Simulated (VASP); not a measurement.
# C (Fd-3m) in VASP: band structure with PBE

Aim: the band structure of C with PBE.

All numbers are computed with VASP 6.6.1; they aren't measurements. Logs are shortened: lines on timing, memory, paths and dates and some standing lists are left out, and cuts for length are marked.

### 1 The structure

Symmetry: Fd-3m, No. 227, cubic system. The conventional cell has a = 3.573 Å, b = 3.573 Å, c = 3.573 Å, α = 90.00°, β = 90.00°, γ = 90.00°. C (site symmetry -43m) is surrounded by 4 C at 1.55 Å.

This isn't the form of C at room conditions, which is graphite.

### 2 Band structure, PBE

POSCAR

```
C                                       
1.0
    0.0000000000      1.7867088572      1.7867088572
    1.7867088572      0.0000000000      1.7867088572
    1.7867088572      1.7867088572      0.0000000000
  C             
     2
Direct
     0.0000000000000000    0.0000000000000000    0.0000000000000000
     0.2500000000000000    0.2500000000000000    0.2500000000000000
```

INCAR.step1

```
SYSTEM = C
ALGO = Normal
AMIX = 0.2
EDIFF = 1E-7
ENCUT = 520
GGA = PE
ISIF = 2
ISMEAR = 0
LASPH = .TRUE.
LCHARG = .TRUE.
LREAL = .FALSE.
LWAVE = .FALSE.
NBANDS = 11
NELM = 100
PREC = Accurate
SIGMA = 0.02
```

KPOINTS.step1

```
k-points
0
G
  14 14 14
  0 0 0
```

INCAR.step2

```
SYSTEM = C
ALGO = Normal
AMIX = 0.2
EDIFF = 1E-7
ENCUT = 520
GGA = PE
ICHARG = 11
ISIF = 2
ISMEAR = 0
LASPH = .TRUE.
LCHARG = .FALSE.
LREAL = .FALSE.
LWAVE = .FALSE.
NBANDS = 11
NELM = 100
PREC = Accurate
SIGMA = 0.05
```

KPOINTS.step2

```
path GXWKGLUWLK,UX
15
line-mode
reciprocal
 0.0000000000  0.0000000000  0.0000000000  G
 0.5000000000  0.0000000000  0.5000000000  X

 0.5000000000  0.0000000000  0.5000000000  X
 0.5000000000  0.2500000000  0.7500000000  W

 0.5000000000  0.2500000000  0.7500000000  W
 0.3750000000  0.3750000000  0.7500000000  K

 0.3750000000  0.3750000000  0.7500000000  K
 0.0000000000  0.0000000000  0.0000000000  G

 0.0000000000  0.0000000000  0.0000000000  G
 0.5000000000  0.5000000000  0.5000000000  L

 0.5000000000  0.5000000000  0.5000000000  L
 0.6250000000  0.2500000000  0.6250000000  U

 0.6250000000  0.2500000000  0.6250000000  U
 0.5000000000  0.2500000000  0.7500000000  W

 0.5000000000  0.2500000000  0.7500000000  W
 0.5000000000  0.5000000000  0.5000000000  L

 0.5000000000  0.5000000000  0.5000000000  L
 0.3750000000  0.3750000000  0.7500000000  K

 0.6250000000  0.2500000000  0.6250000000  U
 0.5000000000  0.0000000000  0.5000000000  X
```

Potentials or basis: VASP PAW PBE potentials, release 64 (C).

Launch:

```
$ cat potpaw_PBE.64/C/POTCAR > POTCAR
$ cp INCAR.step1 INCAR
$ cp KPOINTS.step1 KPOINTS
$ mpirun -np 1 vasp_std > vasp.out
$ cp INCAR.step2 INCAR
$ cp KPOINTS.step2 KPOINTS
$ mpirun -np 1 vasp_std > vasp.out
```

OUTCAR:

```text
SYSTEM = C
   AMIX = 0.2
   EDIFF = 1E-7
   ENCUT = 520
   GGA = PE
   ICHARG = 11
   ISIF = 2
   ISMEAR = 0
   LASPH = .TRUE.
   LREAL = .FALSE.
   NELM = 100
   PREC = Accurate

 ion  position               nearest neighbor table
   1  0.000  0.000  0.000-   2 1.55   2 1.55   2 1.55   2 1.55
   2  0.250  0.250  0.250-   1 1.55   1 1.55   1 1.55   1 1.55

  LATTYP: Found a face centered cubic cell.
 ALAT       =     3.5734177144

  Lattice vectors:

 A1 = (   0.0000000000,   1.7867088572,   1.7867088572)
 A2 = (   1.7867088572,   0.0000000000,   1.7867088572)
 A3 = (   1.7867088572,   1.7867088572,   0.0000000000)

Analysis of symmetry for initial positions (statically):
=====================================================================
 Subroutine PRICEL returns:
 Original cell was already a primitive cell.

 Routine SETGRP: Setting up the symmetry group for a
 face centered cubic supercell.

 Subroutine GETGRP returns: Found 48 space group operations
 (whereof 24 operations were pure point group operations)
 out of a pool of 48 trial point group operations.

The static configuration has the point symmetry T_d .
 The point group associated with its full space group is O_h .

Analysis of symmetry for dynamics (positions and initial velocities):
=====================================================================
 Subroutine PRICEL returns:
 Original cell was already a primitive cell.

 Routine SETGRP: Setting up the symmetry group for a
 face centered cubic supercell.

 Subroutine GETGRP returns: Found 48 space group operations
 (whereof 24 operations were pure point group operations)
 out of a pool of 48 trial point group operations.

The dynamic configuration has the point symmetry T_d .
 The point group associated with its full space group is O_h .

 Subroutine INISYM returns: Found 48 space group operations
 (whereof 24 operations are pure point group operations),
 and found     1 'primitive' translations

----------------------------------------------------------------------------------------

                                     Primitive cell

  volume of cell :      11.4075

  direct lattice vectors                    reciprocal lattice vectors
     0.000000000  1.786708857  1.786708857    -0.279844138  0.279844138  0.279844138
     1.786708857  0.000000000  1.786708857     0.279844138 -0.279844138  0.279844138
     1.786708857  1.786708857  0.000000000     0.279844138  0.279844138 -0.279844138

  length of vectors
     2.526787898  2.526787898  2.526787898     0.484704265  0.484704265  0.484704265

  position of ions in fractional coordinates (direct lattice)
     0.000000000  0.000000000  0.000000000
     0.250000000  0.250000000  0.250000000

  ion indices of the primitive-cell ions
   primitive index   ion index
                 1           1
                 2           2

----------------------------------------------------------------------------------------

 KPOINTS: path GXWKGLUWLK,UX

Interpolating k-points between supplied coordinates.

 Line segments in fractional coordinates (reciprocal lattice):
    0.000000  0.000000  0.000000  ...  0.500000  0.000000  0.500000
    0.500000  0.000000  0.500000  ...  0.500000  0.250000  0.750000
    0.500000  0.250000  0.750000  ...  0.375000  0.375000  0.750000
    0.375000  0.375000  0.750000  ...  0.000000  0.000000  0.000000
    0.000000  0.000000  0.000000  ...  0.500000  0.500000  0.500000
    0.500000  0.500000  0.500000  ...  0.625000  0.250000  0.625000
    0.625000  0.250000  0.625000  ...  0.500000  0.250000  0.750000
    0.500000  0.250000  0.750000  ...  0.500000  0.500000  0.500000
    0.500000  0.500000  0.500000  ...  0.375000  0.375000  0.750000
    0.625000  0.250000  0.625000  ...  0.500000  0.000000  0.500000

 Generated    15 points on each line segment, for a total of    150 k-points:

 Following reciprocal coordinates:
            Coordinates               Weight
  0.000000  0.000000  0.000000      0.006667
  0.035714  0.000000  0.035714      0.006667
  0.071429  0.000000  0.071429      0.006667
  0.107143  0.000000  0.107143      0.006667
  0.142857  0.000000  0.142857      0.006667
  0.178571  0.000000  0.178571      0.006667
[... 16 lines left out ...]
  0.500000  0.125000  0.625000      0.006667
  0.500000  0.142857  0.642857      0.006667
 [... further k-points ...]
   k-points           NKPTS =    150   k-points in BZ     NKDIM =    150   number of bands    NBANDS=     11
   number of dos      NEDOS =    301   number of ions     NIONS =      2
   total plane-waves  NPLWV =   8000
   dimension x,y,z NGX =    20 NGY =   20 NGZ =   20
   dimension x,y,z NGXF=    40 NGYF=   40 NGZF=   40
   ions per type =               2
   NGX,Y,Z   is equivalent  to a cutoff of  13.16, 13.16, 13.16 a.u.
   NGXF,Y,Z  is equivalent  to a cutoff of  26.32, 26.32, 26.32 a.u.
 SYSTEM =  C
   PREC   = accura    normal or accurate (medium, high low for compatibility)
   ISTART =      0    job   : 0-new  1-cont  2-samecut
   ICHARG =     11    charge: 1-file 2-atom 10-const
   ISPIN  =      1    spin polarized calculation?
   LNONCOLLINEAR =      F non collinear calculations
   LSORBIT =      F    spin-orbit coupling
   LASPH  =      T    aspherical Exc in radial PAW
   ENCUT  =  520.0 eV  38.22 Ry    6.18 a.u.   4.70  4.70  4.70*2*pi/ulx,y,z
   NELM   =    100;   NELMIN=  2; NELMDL=  0     # of ELM steps
   EDIFF  = 0.1E-06   stopping-criterion for ELM
   LREAL  =      F    real-space projection
   EDIFFG = 0.1E-05   stopping-criterion for IOM
   NSW    =      0    number of steps for IOM
   IBRION =     -1    ionic relax: 0-MD 1-quasi-New 2-CG
   NFREE  =      0    steps in history (QN), initial steepest desc. (CG)
   ISIF   =      2    stress and relaxation
   ISYM   =      2    0-nonsym 1-usesym 2-fastsym
   POTIM  = 0.5000    time-step for ionic-motion
   TEBEG  =    0.0;   TEEND  =   0.0 temperature during run
   PSTRESS=    0.0 pullay stress
   NELECT =       8.0000    total number of electrons
   NUPDOWN=      -1.0000    fix difference up-down
   EMIN   =  10.00;   EMAX   =-10.00  energy-range for DOS
   EFERMI =   0.00;   METHOD = LEGACY
   ISMEAR =     0;   SIGMA  =   0.05  broadening in eV -4-tet -1-fermi 0-gaus
   EFERMI_NEDOS =   21; number of points for ismear=-14 and -15
   IALGO  =     38    algorithm
   IMIX   =      4    mixing-type and parameters
     AMIX     =   0.20;   BMIX     =  1.00
     AMIX_MAG =   0.80;   BMIX_MAG =  1.00
  volume/ion in A,a.u.               =       5.70        38.49
  Fermi-wavevector in a.u.,A,eV,Ry     =   1.454480  2.748568 28.783283  2.115512
  Thomas-Fermi vector in A             =   2.571626
   LORBIT       =      0    0 simple, 1 ext, 2 COOP (PROOUT), +10 PAW based schemes
   GGA     = PE    functional components
   LHFCALC =     F    Hartree Fock is set to
   AEXX    =    0.0000 exact exchange contribution
   IVDW    =     0    specifies the selected vdW correction
   LEPSILON=     F    determine dielectric tensor
   LRPA    =     F    only Hartree local field effects (RPA)
 non-spin polarized calculation
 Gauss-broadening in eV      SIGMA  =   0.05
  energy-cutoff  :      520.00
  volume of cell :       11.41
 maximum number of plane-waves:       331
 NGX is ok and might be reduce to    20

 number of electron       7.9999999 magnetization

 Free energy of the ion-electron system (eV)
  ---------------------------------------------------
  ext. energy  EPLUGINS =         0.00000000
  ---------------------------------------------------
  free energy    TOTEN  =       -18.77593690 eV

  energy without entropy =      -18.77593690  energy(sigma->0) =      -18.77593690

 E-fermi :   9.9476     XC(G=0): -13.2227

 val. band max:        9.6490114731   @ k =   0.0000   0.0000   0.0000
 cond. band min:      13.7660253902   @ k =   0.3571   0.0000   0.3571
 fundamental gap:      4.1170139172
 Fermi energy:         9.9475995117

 k-point     1 :       0.0000    0.0000    0.0000
  band No.  band energies     occupation
      1     -11.7529      2.00000
      2       9.6490      2.00000
      3       9.6490      2.00000
      4       9.6490      2.00000
      5      15.2236      0.00000
      6      15.2236      0.00000
      7      15.2236      0.00000
      8      22.8527      0.00000
      9      28.8715      0.00000
     10      36.1220      0.00000
     11      36.1238      0.00000

 k-point     2 :       0.0357    0.0000    0.0357
  band No.  band energies     occupation
      1     -11.7060      2.00000
      2       9.4547      2.00000
      3       9.4547      2.00000
      4       9.5325      2.00000
      5      15.1857      0.00000
      6      15.4584      0.00000
      7      15.4584      0.00000
      8      22.8911      0.00000
      9      28.9553      0.00000
     10      34.4999      0.00000
     11      36.1816      0.00000

 k-point     3 :       0.0714    0.0000    0.0714
  band No.  band energies     occupation
      1     -11.5652      2.00000
      2       8.9535      2.00000
      3       8.9535      2.00000
      4       9.1929      2.00000
      5      15.0774      0.00000
      6      16.0802      0.00000
      7      16.0802      0.00000
      8      22.9663      0.00000
      9      29.1993      0.00000
     10      32.5823      0.00000
     11      36.3602      0.00000
[... 267 lines left out ...]
 k-point    23 :       0.5000    0.1250    0.6250
  band No.  band energies     occupation
      1      -2.7403      2.00000
      2      -2.7403      2.00000
      3       2.3755      2.00000
      4       2.3755      2.00000
      5      16.5004      0.00000
      6      16.5004      0.00000
      7      25.1347      0.00000
      8      25.1347      0.00000
      9      31.6917      0.00000
     10      31.6917      0.00000
     11      40.5804      0.00000

 k-point    24 :       0.5000    0.1429    0.6429
  band No.  band energies     occupation
      1      -2.6535      2.00000
      2      -2.6535      2.00000
      3       2.1571      2.00000
      4       2.1571      2.00000
      5      17.0543      0.00000
      6      17.0543      0.00000
      7      24.7240      0.00000
      8      24.7240      0.00000
      9      31.4869      0.00000
     10      31.4869      0.00000
     11      40.4125      0.00000

 [... further k-points ...]

------------------------ aborting loop because EDIFF is reached ----------------------------------------

  FORCE on cell =-STRESS in cart. coord.  units (eV):
  Direction    XX          YY          ZZ          XY          YZ          ZX
  --------------------------------------------------------------------------------------
  -------------------------------------------------------------------------------------
  Total       -0.5276951     -0.5276951     -0.5276951      0.0000000      0.0000000      0.0000000
  in kB      -74.1143424    -74.1143424    -74.1143424      0.0000000      0.0000000      0.0000000
  external PRESSURE =     -74.1143424 kB  Pullay stress =       0.0000000 kB

 VOLUME and BASIS-vectors are now :
 -----------------------------------------------------------------------------
  energy-cutoff  :      520.00
  volume of cell :       11.41
      direct lattice vectors                 reciprocal lattice vectors
     0.000000000  1.786708857  1.786708857    -0.279844138  0.279844138  0.279844138
     1.786708857  0.000000000  1.786708857     0.279844138 -0.279844138  0.279844138
     1.786708857  1.786708857  0.000000000     0.279844138  0.279844138 -0.279844138

 POSITION                                       TOTAL-FORCE (eV/Angst)
 -----------------------------------------------------------------------------------
      0.00000      0.00000      0.00000        -0.000000     -0.000000     -0.000000
      0.89335      0.89335      0.89335         0.000000      0.000000      0.000000
 -----------------------------------------------------------------------------------
    total drift:                                0.000000      0.000000      0.000000

  FREE ENERGIE OF THE ION-ELECTRON SYSTEM (eV)
  ---------------------------------------------------
  free  energy   TOTEN  =       -18.7759369009 eV

  energy  without entropy=      -18.7759369009  energy(sigma->0) =      -18.77593690
```

Run time: 20 s. Hardware: 1 thread of AMD EPYC 7R13 (Zen 3), shared host; peak memory 0.09 GiB.

Results:

```
Band gap on the k mesh  : 4.12 eV, indirect (least direct gap 5.57 eV)
Band gap along the path : 4.12 eV, indirect (least direct gap 5.57 eV)
```

Levels at the corners of the path, in eV from the valence-band top:
```tsv
point	band 1	band 2	band 3	band 4	band 5	band 6	band 7	band 8	band 9
Γ	-21.40	0.00	0.00	0.00	5.57	5.57	5.57	13.20	19.22
X	-12.72	-12.72	-6.26	-6.26	4.75	4.75	16.72	16.72	23.13
X	-12.72	-12.72	-6.26	-6.26	4.75	4.75	16.72	16.72	23.13
W	-11.94	-11.94	-8.27	-8.27	10.60	10.60	12.25	12.25	21.24
W	-11.94	-11.94	-8.27	-8.27	10.60	10.60	12.25	12.25	21.24
K	-12.94	-11.69	-9.26	-5.33	5.66	10.70	14.30	15.54	18.62
K	-12.94	-11.69	-9.26	-5.33	5.66	10.70	14.30	15.54	18.62
Γ	-21.40	0.00	0.00	0.00	5.57	5.57	5.57	13.20	19.22
Γ	-21.40	0.00	0.00	0.00	5.57	5.57	5.57	13.20	19.22
L	-15.66	-13.31	-2.79	-2.79	8.44	8.44	8.77	15.65	21.82
L	-15.66	-13.31	-2.79	-2.79	8.44	8.44	8.77	15.65	21.82
U	-12.94	-11.69	-9.26	-5.33	5.66	10.70	14.30	15.54	18.62
U	-12.94	-11.69	-9.26	-5.33	5.66	10.70	14.30	15.54	18.62
W	-11.94	-11.94	-8.27	-8.27	10.60	10.60	12.25	12.25	21.24
W	-11.94	-11.94	-8.27	-8.27	10.60	10.60	12.25	12.25	21.24
L	-15.66	-13.31	-2.79	-2.79	8.44	8.44	8.77	15.65	21.82
L	-15.66	-13.31	-2.79	-2.79	8.44	8.44	8.77	15.65	21.82
K	-12.94	-11.69	-9.26	-5.33	5.66	10.70	14.30	15.54	18.62
U	-12.94	-11.69	-9.26	-5.33	5.66	10.70	14.30	15.54	18.62
X	-12.72	-12.72	-6.26	-6.26	4.75	4.75	16.72	16.72	23.13
```

Caveat: the log is that of the step along the path at fixed density, whose energy, stress, charges and moments have no meaning.
